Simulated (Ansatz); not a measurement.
**Tungsten, dhcp under RPBE: structure, energy and stiffness, part 1 of 2**

The plan for tungsten in the dhcp structure: relax it, solve it on a dense k-mesh, then scale the cell to 7 volumes from 88 to 112 % of the relaxed one and try a fit of the equation of state. Spin polarisation is left out. The k-meshes are 13×13×4 for the relaxation; 17×17×5 for the dense run; 15×15×4 for the volumes.

Method: DFT RPBE, plane waves (420 eV) with PAW, scalar-relativistic; the PAW data stem from PBE, with regenerated cores, in Ansatz 0.2.0.

## Step 1: The starting structure

The structure is hexagonal, space group P6_3/mmc (No. 194). The conventional cell has a = 2.819 Å, b = 2.819 Å, c = 9.208 Å, α = 90.00°, β = 90.00°, γ = 120.00°. W (site symmetry -3m) has 12 W at 2.82 Å as nearest neighbours. Around W (site symmetry -6m2) lie 12 W at 2.82 Å.

Coordinates:

```
CELL_PARAMETERS angstrom
2.81941 0.00000 0.00000
-1.40970 2.44168 0.00000
0.00000 0.00000 9.20818
ATOMIC_POSITIONS crystal
W 0.00000 0.00000 0.00000
W 0.00000 0.00000 0.50000
W 0.33333 0.66667 0.25000
W 0.66667 0.33333 0.75000
```

## Step 2: Relaxation of the cell

input.yaml

```yaml
crystal:
  lattice:
    - [2.8194054199, 0.0, 0.0]
    - [-1.40970271, 2.4416767172, 0.0]
    - [0.0, 0.0, 9.2081781015]
  atoms:
    - { symbol: W, position: [0.0, 0.0, 0.0] }
    - { symbol: W, position: [0.0, 0.0, 0.5] }
    - { symbol: W, position: [0.3333333333, 0.6666666667, 0.25] }
    - { symbol: W, position: [0.6666666667, 0.3333333333, 0.75] }
hamiltonian:
  xc: rpbe
  pseudopotentials:
    kind: paw
    azcp:
      W: "pseudopotentials/W.paw.azcp"
basis:
  ecutwfc: 420
  fft_grid_basis: typed
kpoints:
  mp_grid: { grid: [13, 13, 4], shift: [0, 0, 0] }
magnetization:
  spin_polarized: false
scf:
  occupations: { method: fermi_dirac, width: 0.1 }
relax:
  max_steps: 60
  f_tol: 0.01
  cell: {}
```

Started as:

```console
$ ansatz run input.yaml --threads 2 --pin off --max-ram 5120MiB --backend cpu --events-out ev --progress --plain --runs-dir out
```

Standard output:

```text
Warning: RAYON_NUM_THREADS=2 ignored (pool sized by the plan → 2); use --threads N
Engine: ansatz 0.2.0, aarch64-unknown-linux-gnu
Pseudopotentials: kind: paw
Pseudopotential: W, paw, valence charge 14, recommended cutoff 420 eV (normal), <dir>
Functional definition: RPBE
  parameter kappa = 0.804
  parameter beta = 0.06672455060314922
  exchange = rpbe_x(kappa = kappa, mu = beta*pi^2/3)
  correlation = pbe_c(beta = beta)
Crystal: 4 atoms, lattice volume = 63.390 Å³
Basis set: ecut = 420 eV, 1255 PW (Γ), exchange–correlation on 40×40×128 points (8 copies of the dense FFT grid, shifted against one another)
Bands: 34, of which v1, the nominal top of the filled ones, is band 28 counted from 1 (27 counted from 0)
Symmetry: 24 space group operations
Space group: P63/mmc (ITA 194), of the structure as read, at distance tolerance 4.0e-5 Å
k-points: 63 of 676
Non-local potential: W, projectors of the file, l = 0: 3, l = 1: 2, l = 2: 2, l = 3: 1
PAW form: soft (Blöchl's): semilocal exchange-correlation on the pseudo side does not see the compensation charge
PAW frozen core: W, regenerated for the run's functional, and the local potential with it (the file was generated under x = pbe(κ = 0.804, μ = 0.2195149727645171), c = pbe(β = 0.06672455060314922))
PAW one-centre angular grid: W, 590 points (default); XC on 64 Gauss nodes
Initial density: superposition of atomic densities (neutral atoms: chi_scale 0, normalization atom), corrected by the library's trained network
Initial wavefunctions: pseudopotential atomic-orbital guess
Functional: x = rpbe, c = pbe(β = 0.06672455060314922)
SCF iter   1: F=—  HF=-41588.084322 eV  |F-HF|=—  |Δ(HF+E_count)|=         —  Δρ=6.67e-3  dr2=2.89e-2  ethr=1.77e-3  ⟨swp⟩=5.0  Hψ=8368  notcnv=0
preconditioner: auto → Kerker (q_TF=auto, 2.673 Å⁻¹)  [metal: Δε(μ)=0.012 eV  Ē_g=4.852 eV  σ=0.100 eV  W_gap=0.03  n_scr=24 (ndim 8)  ℏωp=22.8 eV  f_vac=0.000  D(μ)=5.60/eV (n_scr^D=64)]
SCF iter   2: F=—  HF=-41588.078739 eV  |F-HF|=—  |Δ(HF+E_count)|=   5.58e-3  Δρ=3.95e-3  dr2=9.76e-3  ethr=5.16e-5  ⟨swp⟩=1.0  Hψ=2660  notcnv=0
SCF iter   3: F=—  HF=-41588.075918 eV  |F-HF|=—  |Δ(HF+E_count)|=   2.82e-3  Δρ=5.67e-4  dr2=1.96e-4  ethr=1.74e-5  ⟨swp⟩=2.0  Hψ=2980  notcnv=0
SCF iter   4: F=—  HF=-41588.075874 eV  |F-HF|=—  |Δ(HF+E_count)|=   4.38e-5  Δρ=8.40e-5  dr2=3.27e-6  ethr=3.50e-7  ⟨swp⟩=2.1  Hψ=2844  notcnv=0
SCF iter   5: F=—  HF=-41588.075819 eV  |F-HF|=—  |Δ(HF+E_count)|=   5.58e-5  Δρ=1.95e-5  dr2=1.64e-7  ethr=5.83e-9  ⟨swp⟩=2.3  Hψ=3230  notcnv=0
SCF iter   6: F=-41588.075819 eV  HF=-41588.075819 eV  |F-HF|=1.02e-10  |Δ(HF+E_count)|=  2.76e-10  Δρ=2.52e-6  dr2=2.47e-9  ethr=1.79e-10  ⟨swp⟩=4.0  Hψ=6808  notcnv=0
SCF 1 converged in 6 iterations: F = -41588.075819 eV  dr2 = 2.47e-9
relax step   1: F+E_penalty+E_count = -41588.07581871 eV  Δ(F+E_penalty+E_count) = +0.000e0 eV  max|allowed force component| = 4.337e-18 eV/Å  Δτ_max = 0.0000 Å  P = +14.692 GPa  Ω = 63.390 Å³  (6 SCF iters, dr2 threshold 1.00e-7 eV, accepted)
Crystal: 4 atoms, lattice volume = 69.475 Å³
Basis set: ecut = 420 eV, 1365 PW (Γ), exchange–correlation on 40×40×128 points (8 copies of the dense FFT grid, shifted against one another)
Initial density: handed on by an earlier stage of this run
Initial wavefunctions: those handed on with the density
iter 1 solved again at ethr=4.26e-5 eV; its pass at ethr=3.10e-3 eV (dr2=2.39e-2 eV) is discarded
SCF iter   1: F=—  HF=-41588.198856 eV  |F-HF|=—  |Δ(HF+E_count)|=         —  Δρ=7.12e-3  dr2=2.43e-2  ethr=4.26e-5  ⟨swp⟩=2.2  Hψ=11588  notcnv=0
preconditioner: auto → Kerker (q_TF=auto, 2.632 Å⁻¹)  [metal: Δε(μ)=0.002 eV  Ē_g=4.427 eV  σ=0.100 eV  W_gap=0.01  n_scr=26 (ndim 8)  ℏωp=21.8 eV  f_vac=0.000  D(μ)=5.42/eV (n_scr^D=64)]
SCF iter   2: F=—  HF=-41588.195095 eV  |F-HF|=—  |Δ(HF+E_count)|=   3.76e-3  Δρ=4.09e-3  dr2=8.48e-3  ethr=4.26e-5  ⟨swp⟩=1.0  Hψ=2142  notcnv=0
SCF iter   3: F=—  HF=-41588.192999 eV  |F-HF|=—  |Δ(HF+E_count)|=   2.10e-3  Δρ=4.42e-4  dr2=9.96e-5  ethr=1.51e-5  ⟨swp⟩=2.4  Hψ=3066  notcnv=0
SCF iter   4: F=—  HF=-41588.193000 eV  |F-HF|=—  |Δ(HF+E_count)|=   7.33e-7  Δρ=6.00e-5  dr2=1.67e-6  ethr=1.78e-7  ⟨swp⟩=2.2  Hψ=3559  notcnv=0
iter 5 did not close the SCF: its close was put off for the readings that it lacked (scf_convergence_deferred on its scf_iter line)
SCF iter   5: F=-41588.193000 eV  HF=-41588.193000 eV  |F-HF|=5.28e-9  |Δ(HF+E_count)|=   5.58e-8  Δρ=1.13e-5  dr2=6.41e-8  ethr=2.98e-9  ⟨swp⟩=2.6  Hψ=3307  notcnv=0
SCF iter   6: F=-41588.193000 eV  HF=-41588.193000 eV  |F-HF|=4.80e-10  |Δ(HF+E_count)|=  1.82e-10  Δρ=2.04e-6  dr2=2.50e-9  ethr=1.15e-10  ⟨swp⟩=2.1  Hψ=6474  notcnv=0
SCF 2 converged in 6 iterations: F = -41588.193000 eV  dr2 = 2.50e-9
relax step   2: F+E_penalty+E_count = -41588.19300025 eV  Δ(F+E_penalty+E_count) = -1.172e-1 eV  max|allowed force component| = 2.949e-17 eV/Å  Δτ_max = 0.0000 Å  P = -10.521 GPa  Ω = 69.475 Å³  energy of the carried Pulay correction = -2.910e-3 eV  (6 SCF iters, dr2 threshold 4.00e-7 eV, accepted)
Crystal: 4 atoms, lattice volume = 67.312 Å³
Basis set: ecut = 420 eV, 1329 PW (Γ), exchange–correlation on 40×40×128 points (8 copies of the dense FFT grid, shifted against one another)
iter 1 solved again at ethr=1.26e-5 eV; its pass at ethr=3.10e-3 eV (dr2=7.07e-3 eV) is discarded
SCF iter   1: F=—  HF=-41588.330811 eV  |F-HF|=—  |Δ(HF+E_count)|=         —  Δρ=3.70e-3  dr2=7.38e-3  ethr=1.26e-5  ⟨swp⟩=1.7  Hψ=11237  notcnv=0
preconditioner: auto → Kerker (q_TF=auto, 2.646 Å⁻¹)  [metal: Δε(μ)=0.010 eV  Ē_g=4.584 eV  σ=0.100 eV  W_gap=0.02  n_scr=26 (ndim 8)  ℏωp=22.2 eV  f_vac=0.000  D(μ)=4.77/eV (n_scr^D=52)]
SCF iter   2: F=—  HF=-41588.329435 eV  |F-HF|=—  |Δ(HF+E_count)|=   1.38e-3  Δρ=2.13e-3  dr2=2.55e-3  ethr=1.26e-5  ⟨swp⟩=1.0  Hψ=2142  notcnv=0
SCF iter   3: F=—  HF=-41588.328733 eV  |F-HF|=—  |Δ(HF+E_count)|=   7.02e-4  Δρ=2.35e-4  dr2=2.08e-5  ethr=4.54e-6  ⟨swp⟩=2.2  Hψ=2756  notcnv=0
SCF iter   4: F=—  HF=-41588.328746 eV  |F-HF|=—  |Δ(HF+E_count)|=   1.27e-5  Δρ=3.32e-5  dr2=3.12e-7  ethr=3.72e-8  ⟨swp⟩=2.6  Hψ=3844  notcnv=0
iter 5 did not close the SCF: its close was put off for the readings that it lacked (scf_convergence_deferred on its scf_iter line)
SCF iter   5: F=-41588.328746 eV  HF=-41588.328746 eV  |F-HF|=2.22e-9  |Δ(HF+E_count)|=   1.07e-7  Δρ=5.01e-6  dr2=9.42e-9  ethr=5.57e-10  ⟨swp⟩=2.0  Hψ=3124  notcnv=0
SCF iter   6: F=-41588.328746 eV  HF=-41588.328746 eV  |F-HF|=8.00e-11  |Δ(HF+E_count)|=   2.79e-9  Δρ=8.99e-7  dr2=4.62e-10  ethr=1.68e-11  ⟨swp⟩=1.1  Hψ=5431  notcnv=0
SCF 3 converged in 6 iterations: F = -41588.328746 eV  dr2 = 4.62e-10
relax step   3: F+E_penalty+E_count = -41588.32874567 eV  Δ(F+E_penalty+E_count) = -1.357e-1 eV  max|allowed force component| = 2.949e-17 eV/Å  Δτ_max = 0.0000 Å  P = -2.632 GPa  Ω = 67.312 Å³  energy of the carried Pulay correction = -1.902e-3 eV  (6 SCF iters, dr2 threshold 4.00e-7 eV, accepted)
Crystal: 4 atoms, lattice volume = 66.230 Å³
Basis set: ecut = 420 eV, 1305 PW (Γ), exchange–correlation on 40×40×128 points (8 copies of the dense FFT grid, shifted against one another)
iter 1 solved again at ethr=5.91e-5 eV; its pass at ethr=3.10e-3 eV (dr2=3.31e-2 eV) is discarded
SCF iter   1: F=—  HF=-41588.387679 eV  |F-HF|=—  |Δ(HF+E_count)|=         —  Δρ=7.63e-3  dr2=3.48e-2  ethr=5.91e-5  ⟨swp⟩=1.2  Hψ=10995  notcnv=0
preconditioner: auto → Kerker (q_TF=auto, 2.653 Å⁻¹)  [metal: Δε(μ)=0.008 eV  Ē_g=4.691 eV  σ=0.100 eV  W_gap=0.02  n_scr=14 (ndim 8)  ℏωp=22.4 eV  f_vac=0.000  D(μ)=3.93/eV (n_scr^D=52)]
SCF iter   2: F=—  HF=-41588.379885 eV  |F-HF|=—  |Δ(HF+E_count)|=   7.79e-3  Δρ=4.37e-3  dr2=1.21e-2  ethr=5.91e-5  ⟨swp⟩=1.0  Hψ=2142  notcnv=0
SCF iter   3: F=—  HF=-41588.375838 eV  |F-HF|=—  |Δ(HF+E_count)|=   4.05e-3  Δρ=4.95e-4  dr2=8.26e-5  ethr=2.16e-5  ⟨swp⟩=2.3  Hψ=2886  notcnv=0
SCF iter   4: F=—  HF=-41588.375949 eV  |F-HF|=—  |Δ(HF+E_count)|=   1.10e-4  Δρ=5.63e-5  dr2=1.06e-6  ethr=1.48e-7  ⟨swp⟩=2.7  Hψ=4234  notcnv=0
iter 5 did not close the SCF: its close was put off for the readings that it lacked (scf_convergence_deferred on its scf_iter line)
SCF iter   5: F=-41588.375949 eV  HF=-41588.375949 eV  |F-HF|=1.36e-8  |Δ(HF+E_count)|=   3.44e-7  Δρ=1.00e-5  dr2=2.87e-8  ethr=1.88e-9  ⟨swp⟩=2.3  Hψ=2880  notcnv=0
SCF iter   6: F=-41588.375949 eV  HF=-41588.375949 eV  |F-HF|=2.91e-11  |Δ(HF+E_count)|=   1.54e-8  Δρ=1.44e-6  dr2=1.01e-9  ethr=5.12e-11  ⟨swp⟩=1.2  Hψ=5624  notcnv=0
SCF 4 converged in 6 iterations: F = -41588.375949 eV  dr2 = 1.01e-9
relax step   4: F+E_penalty+E_count = -41588.37594890 eV  Δ(F+E_penalty+E_count) = -4.720e-2 eV  max|allowed force component| = 7.286e-17 eV/Å  Δτ_max = 0.0000 Å  P = +2.620 GPa  Ω = 66.230 Å³  energy of the carried Pulay correction = -1.381e-3 eV  (6 SCF iters, dr2 threshold 4.00e-7 eV, accepted)
Crystal: 4 atoms, lattice volume = 66.759 Å³
Basis set: ecut = 420 eV, 1317 PW (Γ), exchange–correlation on 40×40×128 points (8 copies of the dense FFT grid, shifted against one another)
iter 1 solved again at ethr=4.13e-7 eV; its pass at ethr=3.10e-3 eV (dr2=2.31e-4 eV) is discarded
SCF iter   1: F=—  HF=-41588.380482 eV  |F-HF|=—  |Δ(HF+E_count)|=         —  Δρ=6.38e-4  dr2=2.51e-4  ethr=4.13e-7  ⟨swp⟩=3.2  Hψ=11121  notcnv=0
preconditioner: auto → Kerker (q_TF=auto, 2.650 Å⁻¹)  [metal: Δε(μ)=0.024 eV  Ē_g=4.648 eV  σ=0.100 eV  W_gap=0.06  n_scr=14 (ndim 8)  ℏωp=22.3 eV  f_vac=0.000  D(μ)=4.05/eV (n_scr^D=52)]
SCF iter   2: F=—  HF=-41588.380538 eV  |F-HF|=—  |Δ(HF+E_count)|=   5.60e-5  Δρ=3.69e-4  dr2=8.65e-5  ethr=4.13e-7  ⟨swp⟩=1.0  Hψ=2142  notcnv=0
SCF iter   3: F=—  HF=-41588.380513 eV  |F-HF|=—  |Δ(HF+E_count)|=   2.43e-5  Δρ=4.45e-5  dr2=9.69e-7  ethr=1.54e-7  ⟨swp⟩=2.2  Hψ=2834  notcnv=0
iter 4 did not close the SCF: its close was put off for the readings that it lacked (scf_convergence_deferred on its scf_iter line)
SCF iter   4: F=-41588.380513 eV  HF=-41588.380513 eV  |F-HF|=6.69e-10  |Δ(HF+E_count)|=   1.76e-7  Δρ=7.36e-6  dr2=1.73e-8  ethr=1.73e-9  ⟨swp⟩=2.6  Hψ=3733  notcnv=0
iter 5 did not close the SCF: its close was put off for the readings that it lacked (scf_convergence_deferred on its scf_iter line)
SCF iter   5: F=-41588.380513 eV  HF=-41588.380513 eV  |F-HF|=4.37e-11  |Δ(HF+E_count)|=   1.35e-9  Δρ=1.19e-6  dr2=7.11e-10  ethr=3.09e-11  ⟨swp⟩=2.5  Hψ=3489  notcnv=0
SCF iter   6: F=-41588.380513 eV  HF=-41588.380513 eV  |F-HF|=7.28e-12  |Δ(HF+E_count)|=  7.28e-12  Δρ=2.51e-7  dr2=3.41e-11  ethr=1.27e-12  ⟨swp⟩=1.0  Hψ=5329  notcnv=0
SCF 5 converged in 6 iterations: F = -41588.380513 eV  dr2 = 3.41e-11
relax step   5: F+E_penalty+E_count = -41588.38051311 eV  Δ(F+E_penalty+E_count) = -4.564e-3 eV  max|allowed force component| = 1.272e-17 eV/Å  Δτ_max = 0.0000 Å  P = +0.310 GPa  Ω = 66.759 Å³  energy of the carried Pulay correction = -1.634e-3 eV  (6 SCF iters, dr2 threshold 4.00e-7 eV, accepted)
Crystal: 4 atoms, lattice volume = 66.850 Å³
iter 1 solved again at ethr=1.13e-7 eV; its pass at ethr=3.10e-3 eV (dr2=6.32e-5 eV) is discarded
SCF iter   1: F=—  HF=-41588.380661 eV  |F-HF|=—  |Δ(HF+E_count)|=         —  Δρ=4.17e-4  dr2=1.05e-4  ethr=1.13e-7  ⟨swp⟩=3.1  Hψ=10592  notcnv=0
preconditioner: auto → Kerker (q_TF=auto, 2.649 Å⁻¹)  [metal: Δε(μ)=0.015 eV  Ē_g=4.643 eV  σ=0.100 eV  W_gap=0.04  n_scr=14 (ndim 8)  ℏωp=22.2 eV  f_vac=0.000  D(μ)=4.01/eV (n_scr^D=52)]
SCF iter   2: F=—  HF=-41588.380746 eV  |F-HF|=—  |Δ(HF+E_count)|=   8.53e-5  Δρ=2.33e-4  dr2=3.46e-5  ethr=1.13e-7  ⟨swp⟩=1.2  Hψ=2164  notcnv=0
iter 3 did not close the SCF: its close was put off for the readings that it lacked (scf_convergence_deferred on its scf_iter line)
SCF iter   3: F=-41588.380734 eV  HF=-41588.380734 eV  |F-HF|=1.08e-7  |Δ(HF+E_count)|=   1.22e-5  Δρ=2.69e-5  dr2=3.70e-7  ethr=6.19e-8  ⟨swp⟩=2.3  Hψ=2836  notcnv=0
iter 4 did not close the SCF: its close was put off for the readings that it lacked (scf_convergence_deferred on its scf_iter line)
SCF iter   4: F=-41588.380734 eV  HF=-41588.380734 eV  |F-HF|=2.04e-10  |Δ(HF+E_count)|=   8.68e-8  Δρ=4.26e-6  dr2=4.74e-9  ethr=6.60e-10  ⟨swp⟩=2.4  Hψ=3461  notcnv=0
iter 5 did not close the SCF: its close was put off for the readings that it lacked (scf_convergence_deferred on its scf_iter line)
SCF iter   5: F=-41588.380734 eV  HF=-41588.380734 eV  |F-HF|=4.37e-11  |Δ(HF+E_count)|=  2.62e-10  Δρ=5.32e-7  dr2=9.24e-11  ethr=8.47e-12  ⟨swp⟩=2.3  Hψ=3270  notcnv=0
SCF iter   6: F=-41588.380734 eV  HF=-41588.380734 eV  |F-HF|=7.28e-12  |Δ(HF+E_count)|=  4.37e-11  Δρ=8.30e-8  dr2=1.87e-12  ethr=1.00e-12  ⟨swp⟩=1.0  Hψ=4550  notcnv=0
SCF 6 converged in 6 iterations: F = -41588.380734 eV  dr2 = 1.87e-12
relax step   6: F+E_penalty+E_count = -41588.38073383 eV  Δ(F+E_penalty+E_count) = -2.207e-4 eV  max|allowed force component| = 1.850e-17 eV/Å  Δτ_max = 0.0000 Å  P = +0.004 GPa  Ω = 66.850 Å³  energy of the carried Pulay correction = -1.677e-3 eV  (6 SCF iters, dr2 threshold 4.00e-7 eV, accepted)
Basis set: ecut = 420 eV, 1317 PW (Γ), exchange–correlation on 40×40×144 points (8 copies of the dense FFT grid, shifted against one another)
Initial wavefunctions: pseudopotential atomic-orbital guess (no wavefunctions were taken with the density)
iter 1 solved again at ethr=1.20e-8 eV; its pass at ethr=3.10e-3 eV (dr2=6.74e-6 eV) is discarded
SCF iter   1: F=—  HF=-41588.382460 eV  |F-HF|=—  |Δ(HF+E_count)|=         —  Δρ=2.91e-4  dr2=4.13e-6  ethr=1.20e-8  ⟨swp⟩=3.5  Hψ=14711  notcnv=0
preconditioner: auto → Kerker (q_TF=auto, 2.649 Å⁻¹)  [metal: Δε(μ)=0.016 eV  Ē_g=4.643 eV  σ=0.100 eV  W_gap=0.04  n_scr=14 (ndim 8)  ℏωp=22.2 eV  f_vac=0.000  D(μ)=4.02/eV (n_scr^D=52)]
SCF iter   2: F=—  HF=-41588.382513 eV  |F-HF|=—  |Δ(HF+E_count)|=   5.34e-5  Δρ=1.52e-4  dr2=1.14e-6  ethr=7.37e-9  ⟨swp⟩=1.0  Hψ=2142  notcnv=0
SCF iter   3: F=—  HF=-41588.382529 eV  |F-HF|=—  |Δ(HF+E_count)|=   1.61e-5  Δρ=5.82e-6  dr2=6.83e-9  ethr=2.03e-9  ⟨swp⟩=2.1  Hψ=3548  notcnv=0
SCF iter   4: F=—  HF=-41588.382529 eV  |F-HF|=—  |Δ(HF+E_count)|=   3.81e-9  Δρ=7.46e-7  dr2=2.31e-10  ethr=1.22e-11  ⟨swp⟩=2.7  Hψ=4083  notcnv=0
iter 5 did not close the SCF: its close was put off for the readings that it lacked (scf_convergence_deferred on its scf_iter line)
SCF iter   5: F=-41588.382529 eV  HF=-41588.382529 eV  |F-HF|=1.46e-11  |Δ(HF+E_count)|=  1.46e-11  Δρ=1.01e-7  dr2=4.41e-12  ethr=1.00e-12  ⟨swp⟩=1.1  Hψ=2197  notcnv=0
SCF iter   6: F=-41588.382529 eV  HF=-41588.382529 eV  |F-HF|=7.28e-12  |Δ(HF+E_count)|=  1.46e-11  Δρ=1.95e-8  dr2=1.56e-13  ethr=1.00e-12  ⟨swp⟩=2.9  Hψ=6658  notcnv=0
SCF 7 converged in 6 iterations: F = -41588.382529 eV  dr2 = 1.56e-13
relax step   7: F+E_penalty+E_count = -41588.38252923 eV  Δ(F+E_penalty+E_count) = -1.795e-3 eV  max|allowed force component| = 2.544e-17 eV/Å  Δτ_max = 0.0000 Å  P = -0.001 GPa  Ω = 66.850 Å³  stress off target by 2.06e-2 GPa  SCF on the basis re-selected at this cell (its energy is not comparable with the rows above)  (6 SCF iters)
basis re-selected at this cell: Δ(F+E_penalty+E_count) = -1.795e-3 eV, ΔP = -0.005 GPa vs the last step (what re-selecting the basis moved, of the pressure what is left beyond the Pulay correction that the steps carried, after the strain that the cell walked since its last selection, with what the two solves' SCF thresholds leave and, on support functions, any second-order correction that the steps lacked; it is no measure of the basis error at this ecutwfc). The dense FFT grid was sized anew with the basis: this SCF ran on 20×20×72 points, the steps before it on 20×20×64, so part of this shift can come from that change (see relax.cell in the input reference). This SCF's stress stands 2.06e-2 GPa from its target on what of the cell is left free (relax.cell.stress_tol is 5.00e-2 GPa) and its largest allowed force component is 2.54e-17 eV/Å (relax.f_tol is 1.00e-2 eV/Å): within both
SCF converged after 6 iterations
Free energy (F): -41588.382529 eV
Harris-Foulkes:  -41588.382529 eV  (|F-HF|=7.28e-12)
Internal energy: -41588.249675 eV  (E = F + TS)
E sigma→0 (E₀):  -41588.316102 eV
Entropy (-TS):   -0.132855 eV (-33.214 meV/atom)
Fermi energy:    21.037577 eV
--- Per-component energies (eV) ---
  E_band       = -388.340815
  E_kinetic    = 1794.214437
  E_local      = -2555.847358  (includes V_loc(G=0)·N_el)
  E_nonlocal   = -0.419206
  E_hartree    = 910.384185
  E_xc         = -1066.353291
  E_vxc        = -951.052041  (∫ρ·V_xc dr)
  E_paw        = -34299.270280  (= ΣΔE_a)
  E_vpaw       = -496.004772  (= ΣTr[D̂ρ^β])
  E_aug_tail   = -0.000246  (compensation charges beyond the density's cutoff)
  E_ewald      = -6370.887617
  E_core_change = -0.070297  (= ΣΔE_core)
  E_smearing   = -0.132855  (= −TS)
  E_closure    = 0.000000  (closes the sum)
  Σ components = -41588.382529   (vs F -41588.382529, Δ=0.00e0)
--- Forces (eV/Å), atoms counted from 1 ---
  atom   1  W     -0.00000000     0.00000000    -0.00000000
  atom   2  W     -0.00000000     0.00000000     0.00000000
  atom   3  W     -0.00000000    -0.00000000     0.00000000
  atom   4  W      0.00000000     0.00000000     0.00000000
  max |Σ_I F_I| component: 9.25e-18 eV/Å
--- Stress (GPa, compression-positive) ---
       -0.011150       0.000000       0.000000
        0.000000      -0.011150       0.000000
        0.000000       0.000000       0.020618
  P = ⅓ Tr σ = -0.0006 GPa (-0.006 kbar)
--- Relaxed structure (6 steps of the walk, 6 accepted, 1 SCFs on fresh bases) ---
  F+E_penalty+E_count = -41588.38252923 eV   max|allowed force component| = 2.544e-17 eV/Å   (the final SCF, on the basis selected at the relaxed cell)
  cell:  # Å, volume = 66.8502 Å³
    - [2.7968184320554723, 2.8636175177685636e-11, 0.0]
    - [-1.3984092160525359, 2.422115811918283, 0.0]
    - [0.0, 0.0, 9.868324054342567]
  atoms:
    - { symbol: W, position: [-4.286930426474378e-35, -3.286556342161574e-36, -3.4944153275301146e-36] }
    - { symbol: W, position: [-1.7212666429361988e-34, -3.943867610998567e-35, 0.5000000000000001] }
    - { symbol: W, position: [0.3333333333333334, 0.6666666666666669, 0.25000000000000006] }
    - { symbol: W, position: [0.6666666666666667, 0.33333333333333337, 0.7500000000000001] }
```

Run time: 20 s. Hardware: 2 threads of Arm Neoverse V1, shared host; peak memory 0.4 GiB.

Step by step:

```tsv
step	energy change (meV/atom)	largest force (eV/Å)	pressure (GPa)	volume (Å³/atom)
1	0.00	0.0000	14.69	15.847
2	-29.30	0.0000	-10.52	17.369
3	-63.23	0.0000	-2.63	16.828
4	-75.03	0.0000	2.62	16.557
5	-76.17	0.0000	0.31	16.690
6	-76.23	0.0000	0.00	16.713
7	-76.68	0.0000	0.00	16.713
```

Steps that repeat a cell are solved on a basis chosen anew, so their changes of energy are no gain of the relaxation.

The cell of the run, before and after:

|  | before | after | change |
| --- | --- | --- | --- |
| a (Å) | 2.819 | 2.797 | -0.8 % |
| b (Å) | 2.819 | 2.797 | -0.8 % |
| c (Å) | 9.208 | 9.868 | +7.2 % |
| volume (Å³/atom) | 15.847 | 16.713 | +5.5 % |
| shortest distance (Å) | 2.819 | 2.797 | -0.8 % |
| space group (spins left aside) | P6_3/mmc | P6_3/mmc | same |

## Step 3: Dense single point

input.yaml

```yaml
crystal:
  lattice:
    - [2.7968184321, 0.0, 0.0]
    - [-1.3984092161, 2.4221158119, 0.0]
    - [0.0, 0.0, 9.8683240543]
  atoms:
    - { symbol: W, position: [1.0, 1.0, 1.0] }
    - { symbol: W, position: [1.0, 1.0, 0.5] }
    - { symbol: W, position: [0.3333333333, 0.6666666667, 0.25] }
    - { symbol: W, position: [0.6666666667, 0.3333333333, 0.75] }
hamiltonian:
  xc: rpbe
  pseudopotentials:
    kind: paw
    azcp:
      W: "pseudopotentials/W.paw.azcp"
basis:
  ecutwfc: 420
  fft_grid_basis: typed
kpoints:
  mp_grid: { grid: [17, 17, 5], shift: [0, 0, 0] }
magnetization:
  spin_polarized: false
scf:
  occupations: { method: fermi_dirac, width: 0.1 }
```

Started as:

```console
$ ansatz run input.yaml --threads 2 --pin off --max-ram 5120MiB --backend cpu --events-out ev --progress --plain --runs-dir out
```

Standard output (excerpt; [...] marks lines left out):

```text
Warning: RAYON_NUM_THREADS=2 ignored (pool sized by the plan → 2); use --threads N
[...]
[... 3 set-up lines as earlier in the session ...]
[...]
Crystal: 4 atoms, lattice volume = 66.850 Å³
Basis set: ecut = 420 eV, 1317 PW (Γ)
Bands: 34, of which v1, the nominal top of the filled ones, is band 28 counted from 1 (27 counted from 0)
[... 1 set-up line as earlier in the session ...]
Space group: P63/mmc (ITA 194), of the structure as read, at distance tolerance 4.1e-5 Å
k-points: 99 of 1445
[...]
SCF iter   1: F=—  HF=-41588.386018 eV  |F-HF|=—  |Δ(HF+E_count)|=         —  Δρ=5.82e-3  dr2=2.15e-2  ethr=1.77e-3  ⟨swp⟩=4.8  Hψ=13179  notcnv=0
[...]
SCF iter   6: F=-41588.381382 eV  HF=-41588.381382 eV  |F-HF|=1.46e-11  |Δ(HF+E_count)|=   1.59e-8  Δρ=2.52e-6  dr2=2.94e-9  ethr=1.79e-10  ⟨swp⟩=2.0  Hψ=6551  notcnv=0
[...]
SCF converged after 6 iterations
Free energy (F): -41588.381382 eV
[...]
E sigma→0 (E₀):  -41588.314223 eV
Entropy (-TS):   -0.134317 eV (-33.579 meV/atom)
Fermi energy:    21.035978 eV
[...]
```

Run time: 4 s. Hardware: 2 threads of Arm Neoverse V1, shared host; peak memory 0.42 GiB.

(Continued in part 2 of 2.)
